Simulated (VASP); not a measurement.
# WSe2 in VASP: phonons with PBE+D3(BJ)

Aim: the phonons of WSe2 with PBE+D3(BJ).

Program: VASP 6.6.1. These are calculated values, not measurements. Logs are shortened: lines on timing, memory, paths and dates and some standing lists are left out, and cuts for length are marked.

## (1) The structure

The cell holds a slab with vacuum, 3 atoms: a = 3.288 Å, b = 3.288 Å, c = 21.718 Å, α = 90.00°, β = 90.00°, γ = 120.00°.

## (2) Phonons, PBE+D3(BJ)

Contents of POSCAR:

```
WSe2
1.0
    3.2877206145     -0.0000000002     -0.0000000000
   -1.6438603025      2.8472495748      0.0000000000
   -0.0000000000      0.0000000000     21.7179162943
  W               Se
     1     2
Direct
     0.6666666699999979    0.3333333300000021    0.5000073714198234
     0.3333333300000021    0.6666666699999979    0.5776675879378617
     0.3333333300000021    0.6666666699999979    0.4223491083423114
```

Contents of INCAR.step1:

```
  PREC = Accurate
  ENCUT = 600
  EDIFF = 1E-8
  ISMEAR = 0
  SIGMA = 0.05
  LREAL = False
  LASPH = True
  NELM = 80
  ALGO = Fast
  ISIF = 2
  LWAVE = False
  LCHARG = False
  LDIPOL = True
  IDIPOL = 3
  DIPOL = 0.5 0.5 0.500
  GGA = PE
  IVDW = 12
  IBRION = 2
  NSW = 40
  EDIFFG = -0.002
```

Contents of INCAR.step2:

```
  PREC = Accurate
  ENCUT = 600
  EDIFF = 1E-8
  ISMEAR = 0
  SIGMA = 0.05
  LREAL = False
  LASPH = True
  NELM = 80
  ALGO = Fast
  ISIF = 2
  LWAVE = False
  LCHARG = False
  LDIPOL = True
  IDIPOL = 3
  DIPOL = 0.5 0.5 0.500
  GGA = PE
  IVDW = 12
  IBRION = 6
  NFREE = 2
  POTIM = 0.015
  NSW = 1
```

Contents of KPOINTS:

```
Automatic mesh
0
Gamma
  12 12 1
```

Potentials or basis: VASP PAW PBE potentials, release 64 (W_sv, Se).

The run is started by

```console
cat potpaw_PBE.64/W_sv/POTCAR potpaw_PBE.64/Se/POTCAR > POTCAR
cp INCAR.step1 INCAR
mpirun -np 1 vasp_std > vasp.out
cp CONTCAR POSCAR
cp INCAR.step2 INCAR
mpirun -np 1 vasp_std > vasp.out
```

OUTCAR:

```text
PREC = Accurate
   ENCUT = 600
   EDIFF = 1E-8
   ISMEAR = 0
   LREAL = False
   LASPH = True
   NELM = 80
   ISIF = 2
   GGA = PE
   IVDW = 12
   IBRION = 6
   NFREE = 2
   POTIM = 0.015
   NSW = 1
 IVDW          = 12

 ion  position               nearest neighbor table
   1  0.667  0.333  0.500-   3 2.54   3 2.54   3 2.54   2 2.54   2 2.54   2 2.54
   2  0.333  0.667  0.578-   1 2.54   1 2.54   1 2.54
   3  0.333  0.667  0.422-   1 2.54   1 2.54   1 2.54

  LATTYP: Found a hexagonal cell.
 ALAT       =     3.2877206145
 C/A-ratio  =     6.6057669860

  Lattice vectors:

 A1 = (   3.2877206145,  -0.0000000002,   0.0000000000)
 A2 = (  -1.6438603025,   2.8472495748,   0.0000000000)
 A3 = (   0.0000000000,   0.0000000000,  21.7179162943)

Analysis of symmetry for initial positions (statically):
=====================================================================
 Subroutine PRICEL returns:
 Original cell was already a primitive cell.

 Routine SETGRP: Setting up the symmetry group for a
 hexagonal supercell.

 Subroutine GETGRP returns: Found 12 space group operations
 (whereof  6 operations were pure point group operations)
 out of a pool of 24 trial point group operations.

The static configuration has the point symmetry C_3v.
 The point group associated with its full space group is D_3h.

Analysis of symmetry for dynamics (positions and initial velocities):
=====================================================================
 Subroutine PRICEL returns:
 Original cell was already a primitive cell.

 Routine SETGRP: Setting up the symmetry group for a
 hexagonal supercell.

 Subroutine GETGRP returns: Found 12 space group operations
 (whereof  6 operations were pure point group operations)
 out of a pool of 24 trial point group operations.

The dynamic configuration has the point symmetry C_3v.
 The point group associated with its full space group is D_3h.

 Subroutine INISYM returns: Found 12 space group operations
 (whereof  6 operations are pure point group operations),
 and found     1 'primitive' translations

----------------------------------------------------------------------------------------

                                     Primitive cell

  volume of cell :     203.3006

  direct lattice vectors                    reciprocal lattice vectors
     3.287720614 -0.000000000  0.000000000     0.304162098  0.175608069  0.000000000
    -1.643860303  2.847249575  0.000000000     0.000000000  0.351216138  0.000000000
     0.000000000  0.000000000 21.717916294     0.000000000  0.000000000  0.046044933

  length of vectors
     3.287720614  3.287720614 21.717916294     0.351216138  0.351216138  0.046044933

  position of ions in fractional coordinates (direct lattice)
     0.666666670  0.333333330  0.500007371
     0.333333330  0.666666670  0.577667588
     0.333333330  0.666666670  0.422349108

  ion indices of the primitive-cell ions
   primitive index   ion index
                 1           1
                 2           2
                 3           3

----------------------------------------------------------------------------------------

 KPOINTS: Automatic mesh

Automatic generation of k-mesh.
 Grid dimensions read from file:
 generate k-points for:   12   12    1

 Generating k-lattice:

  Cartesian coordinates                     Fractional coordinates (reciprocal lattice)
     0.025346842  0.014634006  0.000000000     0.083333333  0.000000000  0.000000000
     0.000000000  0.029268012  0.000000000     0.000000000  0.083333333  0.000000000
     0.000000000  0.000000000  0.046044933     0.000000000  0.000000000  1.000000000

  Length of vectors
     0.029268012  0.029268012  0.046044933

  Shift w.r.t. Gamma in fractional coordinates (k-lattice)
     0.000000000  0.000000000  0.000000000

 Subroutine IBZKPT returns following result:
 ===========================================

 Found     19 irreducible k-points:
[... 49 lines left out ...]
   TEBEG  =    0.0;   TEEND  =   0.0 temperature during run
   PSTRESS=    0.0 pullay stress
   NELECT =      26.0000    total number of electrons
   NUPDOWN=      -1.0000    fix difference up-down
   EMIN   =  10.00;   EMAX   =-10.00  energy-range for DOS
   EFERMI =   0.00;   METHOD = LEGACY
   ISMEAR =     0;   SIGMA  =   0.05  broadening in eV -4-tet -1-fermi 0-gaus
   EFERMI_NEDOS =   21; number of points for ismear=-14 and -15
   IALGO  =     68    algorithm
   IMIX   =      4    mixing-type and parameters
     AMIX     =   0.40;   BMIX     =  1.00
     AMIX_MAG =   1.60;   BMIX_MAG =  1.00
  volume/ion in A,a.u.               =      67.77       457.31
  Fermi-wavevector in a.u.,A,eV,Ry     =   0.824808  1.558662  9.256165  0.680309
  Thomas-Fermi vector in A             =   1.936558
   LORBIT       =      0    0 simple, 1 ext, 2 COOP (PROOUT), +10 PAW based schemes
   GGA     = PE    functional components
   LHFCALC =     F    Hartree Fock is set to
   AEXX    =    0.0000 exact exchange contribution
   IVDW    =    12    specifies the selected vdW correction
   LEPSILON=     F    determine dielectric tensor
   LRPA    =     F    only Hartree local field effects (RPA)
 finite differences with symmetry
 non-spin polarized calculation
 RMM-DIIS sequential band-by-band and
 Gauss-broadening in eV      SIGMA  =   0.05
  energy-cutoff  :      600.00
  volume of cell :      203.30
 maximum number of plane-waves:      6867
 NGX is ok and might be reduce to    28
   NGX = 13   NGY = 13   NGZ = 87

--------------------------------------- Ionic step        1  -------------------------------------------

 number of electron      25.9999999 magnetization

 Free energy of the ion-electron system (eV)
  ---------------------------------------------------
  ext. energy  EPLUGINS =         0.00000000
  ---------------------------------------------------
  free energy    TOTEN  =       -21.61379626 eV

  energy without entropy =      -21.61379626  energy(sigma->0) =      -21.61379626

------------------------ aborting loop because EDIFF is reached ----------------------------------------

 Edisp (eV)   -1.01081

 E8    (eV) :    -0.4798
[... 313 lines left out ...]
  FREE ENERGIE OF THE ION-ELECTRON SYSTEM (eV)
  ---------------------------------------------------
  free  energy   TOTEN  =       -22.6228013343 eV

  energy  without entropy=      -22.6228013343  energy(sigma->0) =      -22.62280133

 dipolmoment           0.000000      0.000000     -0.000598 electrons x Angstroem

--------------------------------------- Ionic step        9  -------------------------------------------

 number of electron      25.9999999 magnetization

 dipolmoment           0.000000      0.000000      0.000641 electrons x Angstroem

 Free energy of the ion-electron system (eV)
  ---------------------------------------------------
  ext. energy  EPLUGINS =         0.00000000
  ---------------------------------------------------
  free energy    TOTEN  =       -21.61033939 eV

  energy without entropy =      -21.61033939  energy(sigma->0) =      -21.61033939

 E-fermi :  -1.4309     XC(G=0):  -3.7032

 val. band max:       -1.7711304015   @ k =   0.3333   0.3333   0.0000
 cond. band min:      -0.1204303528   @ k =   0.3333   0.3333   0.0000
 fundamental gap:      1.6507000487
 Fermi energy:        -1.4309100481

 k-point     1 :       0.0000    0.0000    0.0000
  band No.  band energies     occupation
      1     -75.8047      2.00000
      2     -40.0499      2.00000
      3     -39.9201      2.00000
      4     -39.9201      2.00000
      5     -16.5865      2.00000
      6     -15.3273      2.00000
[... 359 lines left out ...]
      6     -14.1728      2.00000
[... 9 lines left out ...]
     16       1.7679      0.00000
     17       3.2393      0.00000

------------------------ aborting loop because EDIFF is reached ----------------------------------------

 vacuum level on the upper side and lower side of the slab       (xc-potential included)        -0.002        -0.015

 Edisp (eV)   -1.01249

 E8    (eV) :    -0.4806

  FORCE on cell =-STRESS in cart. coord.  units (eV):
  Direction    XX          YY          ZZ          XY          YZ          ZX
  --------------------------------------------------------------------------------------
  -------------------------------------------------------------------------------------
  Total       0.15217     0.15217     0.42874     0.00000    -0.00000     0.00000
  in kB       1.19925     1.19925     3.37880     0.00000    -0.00000     0.00000
  external pressure =        1.93 kB  Pullay stress =        0.00 kB
[... 18 lines left out ...]
  FREE ENERGIE OF THE ION-ELECTRON SYSTEM (eV)
  ---------------------------------------------------
  free  energy   TOTEN  =       -22.6228287242 eV

  energy  without entropy=      -22.6228287242  energy(sigma->0) =      -22.62282872

 INTERNAL STRAIN TENSORS FROM DISPLACED ATOMS
 ============================================

 INTERNAL STRAIN TENSOR FOR ION    1 for displacements in x,y,z  (eV/Angst):
          X           Y           Z          XY          YZ          ZX
  --------------------------------------------------------------------------------
  x     0.00000    -0.00000     0.00000     7.11515     0.00000     0.00000
  y     7.11515    -7.11515    -0.00000    -0.00000     0.00000     0.00000
  z    -0.00000     0.00000    -0.00000    -0.00000    -0.00000     0.00000

 INTERNAL STRAIN TENSOR FOR ION    3 for displacements in x,y,z  (eV/Angst):
          X           Y           Z          XY          YZ          ZX
  --------------------------------------------------------------------------------
  x    -0.00000     0.00000     0.00000    -3.55720     0.00000    14.19845
  y    -3.55720     3.55720    -0.00000     0.00000    14.19846     0.00000
  z    10.75175    10.75175    29.27519     0.00000    -0.00000     0.00000

 Eigenvectors and eigenvalues of the dynamical matrix
 ----------------------------------------------------

   1 f  =    9.113386 THz    57.261094 2PiTHz  303.989842 cm-1    37.689920 meV
             X         Y         Z           dx          dy          dz
      1.643860  0.949083 10.859118    -0.000000    0.000000   -0.679676
     -0.000000  1.898166 12.545736     0.000000   -0.000000    0.518672
     -0.000000  1.898166  9.172543     0.000000   -0.000000    0.518672
[... 43 lines left out ...]
   9 f/i=    0.000966 THz     0.006072 2PiTHz    0.032233 cm-1     0.003996 meV
             X         Y         Z           dx          dy          dz
      1.643860  0.949083 10.859118    -0.000000   -0.000000    0.733513
     -0.000000  1.898166 12.545736    -0.000000   -0.000000    0.480603
     -0.000000  1.898166  9.172543    -0.000000   -0.000000    0.480603

 ELASTIC MODULI CONTR FROM IONIC RELAXATION (kBar)
 Direction    XX          YY          ZZ          XY          YZ          ZX
 --------------------------------------------------------------------------------
 XX        -126.6836    -83.1869   -285.7208     -0.0000      0.0000      0.0000
 YY         -83.1869   -126.6836   -285.7208     -0.0000      0.0000      0.0000
 ZZ        -285.7208   -285.7208   -777.9693     -0.0000      0.0000      0.0000
 XY          -0.0000     -0.0000     -0.0000    -21.7484      0.0000     -0.0000
 YZ           0.0000      0.0000      0.0000      0.0000   -377.2887     -0.0000
 ZX           0.0000      0.0000      0.0000     -0.0000     -0.0000   -377.2880
 --------------------------------------------------------------------------------

 vacuum level on the upper side and lower side of the slab         3.298         3.285
```

Run time: 20 min. Hardware: 1 thread of AMD EPYC 9R45 (Zen 5), shared host; peak memory 0.7 GiB.

Results:

- Highest phonon frequency at Γ, LO-TO splitting left out: 304 cm⁻¹
- Dispersion energy per atom: -0.337 eV

Phonon frequencies in cm⁻¹ (negative: imaginary):
| q point | frequencies |
| --- | --- |
| (0.000, 0.000, 0.000) | 0 0 0 170 170 242 242 245 304 |

The run has no spin-orbit coupling, so splittings on W are missing.
